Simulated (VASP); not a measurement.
Runs of VASP 6.6.1 on Rh. Symmetry: Im-3m, No. 229, cubic system. Conventional cell: a = 3.022 Å, b = 3.022 Å, c = 3.022 Å, α = 90.00°, β = 90.00°, γ = 90.00°. Around Rh (site symmetry m-3m) lie 8 Rh at 2.62 Å. This isn't the form of Rh at room conditions, which is fcc.

```csv
task,level,potentials or basis,cell,k mesh,cutoff (eV),mesh quality,gap on the mesh (eV),pressure (GPa),relaxed volume (Å³/atom)
relaxation of cell and atoms,PBE,"VASP PAW PBE potentials, release 64 (Rh_pv)",relaxed,20 × 20 × 20,600,not flagged,none,0.0,(a)
relaxation of cell and atoms,PBEsol,"VASP PAW PBE potentials, release 64 (Rh_pv)",relaxed,8 × 8 × 8,600,coarse,none,0.0,13.88
relaxation of cell and atoms,RPBE,"VASP PAW PBE potentials, release 64 (Rh_pv)",relaxed,20 × 20 × 20,600,not flagged,none,0.0,14.75
relaxation of cell and atoms,LDA,"VASP PAW LDA potentials, release 64 (Rh_pv)",relaxed,20 × 20 × 20,600,not flagged,none,0.0,13.62
relaxation of cell and atoms,PBEsol,"VASP PAW PBE potentials, release 64 (Rh_pv)",relaxed,20 × 20 × 20,600,not flagged,none,0.0,13.88
relaxation of cell and atoms,PBEsol,"VASP PAW PBE potentials, release 64 (Rh)",relaxed,20 × 20 × 20,580,not flagged,none,0.0,13.83
single point,PBEsol,"VASP PAW PBE potentials, release 64 (Rh_pv)",as given,20 × 20 × 20,520,not flagged,none,1.8,-
relaxation of cell and atoms,PBEsol,"VASP PAW PBE potentials, release 64 (Rh_pv)",relaxed,20 × 20 × 20,300,not flagged,none,0.0,13.86
relaxation of cell and atoms,PBE+D3(BJ),"VASP PAW PBE potentials, release 64 (Rh_pv)",relaxed,20 × 20 × 20,600,not flagged,none,-0.1,(b)
```

Alike in all rows: no spin polarisation; smearing gaussian 0.1 eV.

Q: Fill in the values left out.

A: (a) 14.46; (b) 14.04.

Caveats: some runs use coarse meshes; the PAW data sets were made with another functional, which shifts forces and pressure a little (some runs); the cutoff is under 1.25 times the usual one of these potentials, so pressure, stress and relaxed cells hold a basis-set (Pulay) error (some runs); pairwise dispersion overbinds metals, which lowers pressure and volume (some runs).

A k mesh can miss the band edges, and the runs leave out spin-orbit coupling on Rh.

A gap of «none» marks a metal or a gap under the smearing width.

The runs don't all hold the same shells in valence.
